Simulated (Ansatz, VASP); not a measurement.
**Ti in VASP and in Ansatz**

```
CELL_PARAMETERS angstrom
2.53465 0.00000 0.00000
0.00000 2.53465 0.00000
0.00000 0.00000 2.53465
ATOMIC_POSITIONS crystal
Ti 0.00000 0.00000 0.00000
```

Alike in both runs: task single point; functional PBE; k mesh 13 × 13 × 13; occupations fermi-dirac, width 0.1 eV; no spin polarisation.

|  | VASP | Ansatz |
| --- | --- | --- |
| version | VASP 6.6.1 | Ansatz 0.2.0 |
| potentials or method | VASP PAW PBE potentials, release 64 (Ti_sv) | plane waves (420 eV) with PAW, scalar-relativistic |
| plane-wave cutoff (eV) | 520 | 420 |
| valence electrons in the cell | 12 | 12 |

|  | VASP | Ansatz | Ansatz less VASP |
| --- | --- | --- | --- |
| pressure (GPa) | 12.2 | 12.3 | +0.14 |

The functional is the same, so the differences come from potentials, cutoffs and numerics.
